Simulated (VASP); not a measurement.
# AgCl: single point with LDA

The system is AgCl.

```
CELL_PARAMETERS angstrom
0.00000 2.77266 2.77266
2.77266 0.00000 2.77266
2.77266 2.77266 0.00000
ATOMIC_POSITIONS crystal
Ag 0.00000 0.00000 0.00000
Cl 0.50000 0.50000 0.50000
```

The cell is a database's computed one.

The cell isn't the ideal one: the database cell kept.

| Item | Value |
| --- | --- |
| Program | VASP 6.6.1 |
| Task | single point |
| Functional | LDA |
| Potentials or basis | VASP PAW LDA potentials, release 64 (Ag, Cl) |
| Cutoff | 520 eV |
| k mesh | 8 × 8 × 8 |
| Occupations | gaussian, width 0.02 eV |
| Spin | no spin polarisation |

```yaml
Pressure: -5.6 GPa
Band_gap_on_the_k_mesh: 0.64 eV, indirect (least direct gap 2.95 eV)
```

Levels at points of the mesh, in eV from the valence-band top:
```tsv
k point	band 6	band 7	band 8	band 9	band 10	band 11	band 12	band 13
(0.00, 0.00, 0.00)	-2.48	-2.31	-2.31	-2.31	0.64	10.74	10.74	10.74
(0.50, 0.00, 0.00)	-2.14	-1.82	0.00	0.00	3.97	6.34	7.45	7.45
(0.50, 0.50, 0.00)	-2.29	-2.02	-2.02	-1.94	2.12	7.85	8.38	11.23
```

Wall time 16 s on 1 thread of Intel(R) Xeon(R) Platinum 8488C (Sapphire Rapids), on a shared host, peak memory 0.15 GiB.

A k mesh can miss the band edges.
